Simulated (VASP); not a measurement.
**SnO under changes of volume**

One of the cells (16.364 Å³/atom); the others are scaled copies at fixed shape and fractional positions:

```
CELL_PARAMETERS angstrom
3.76357 0.00000 0.00000
0.00000 3.76357 0.00000
0.00000 0.00000 4.62106
ATOMIC_POSITIONS crystal
Sn 0.50000 0.00000 0.75097
Sn 0.00000 0.50000 0.24903
O 0.00000 0.00000 0.00000
O 0.50000 0.50000 0.00000
```

The cell is a database's computed one.

| Property | Result |
| --- | --- |
| Program | VASP 6.6.1 |
| Functional | LDA |
| Potentials or basis | VASP PAW LDA potentials, release 64 (Sn_d, O) |
| Cutoff | 520 eV |
| k mesh | 6 × 6 × 6 |
| Occupations | gaussian, width 0.02 eV |
| Spin | no spin polarisation |

| volume (Å³/atom) | energy over the lowest point (meV/atom) | pressure (GPa) | largest force (eV/Å) |
| --- | --- | --- | --- |
| 15.709 | ? | ? | ? |
| 16.036 | 3.15 | 2.7 | 0.281 |
| 16.364 | 0.00 | 0.3 | 0.005 |
| 16.691 | 1.39 | -1.8 | 0.269 |
| 17.018 | 6.83 | -3.7 | 0.516 |

Problem. What does the run at 15.709 Å³/atom give?

Solution. Energy over the lowest point 11.34 meV/atom; pressure 5.2 GPa; largest force 0.585 eV/Å.

Worked out: A Birch-Murnaghan fit of order 2 (a polynomial in V^(-2/3)) to the other rows has its minimum at 16.42 Å³/atom with B0 = V·E''(V) = 109 GPa at fixed shape and positions, which overstates the stiffness. It gives 11.26 meV/atom at 15.709 Å³/atom, against the run's 11.34, and -dE/dV = 5.3 GPa, against 5.2.

Energies are extrapolated to zero smearing.
